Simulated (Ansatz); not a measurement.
Crystal: MnS.

```
CELL_PARAMETERS angstrom
0.00000 2.47346 2.47346
2.47346 0.00000 2.47346
2.47346 2.47346 0.00000
ATOMIC_POSITIONS crystal
Mn 0.00000 0.00000 0.00000
S 0.75000 0.75000 0.75000
```

The cell is a database's computed one.

| Item | Value |
| --- | --- |
| Program | Ansatz 0.2.0 |
| Task | relaxation of cell and atoms |
| Functional | revPBE |
| Dispersion | D4 |
| Potentials or basis | all-electron LAPW, scalar-relativistic |
| Basis error allowed | 0.001 eV/atom |
| k mesh | 9 × 9 × 9 |
| Occupations | fermi-dirac, width 0.05 eV |
| Spin | collinear spin, ferromagnetic start |
| Starting moments | [4.0, 0.0] μB |

At the start: volume 15.13 Å³/atom.

Task: How do energy, volume and symmetry change on relaxing?

Result: Over 5 steps the energy falls by 6.8 meV/atom and the volume is 14.66 Å³/atom (-3.1 %); space group F-43m (No. 216, to 0.05 Å); moment 0.20 μB per cell.

The path:
```
step  energy change (eV)  largest force (eV/Å)  volume (Å³)
   1              0.0000                0.0000        30.27
   2             -0.0117                0.0000        29.67
   3             -0.0135                0.0000        29.31
   4             -0.0135                0.0000        29.33
   5             -0.0135                0.0000        29.33
```

Final structure:
```cif
data_structure
_symmetry_space_group_name_H-M 'P 1'
_symmetry_Int_Tables_number 1
_cell_length_a 3.4616
_cell_length_b 3.4616
_cell_length_c 3.4616
_cell_angle_alpha 60.000
_cell_angle_beta 60.000
_cell_angle_gamma 60.000
_cell_volume 29.33
loop_
_atom_site_label
_atom_site_type_symbol
_atom_site_fract_x
_atom_site_fract_y
_atom_site_fract_z
_atom_site_occupancy
Mn1 Mn 0.00000 0.00000 0.00000 1
S1 S 0.75000 0.75000 0.75000 1
```

Caveat: the moment fell far below its start of 4 μB, so a state of higher moment may lie lower in energy; the starting moments weren't kept.
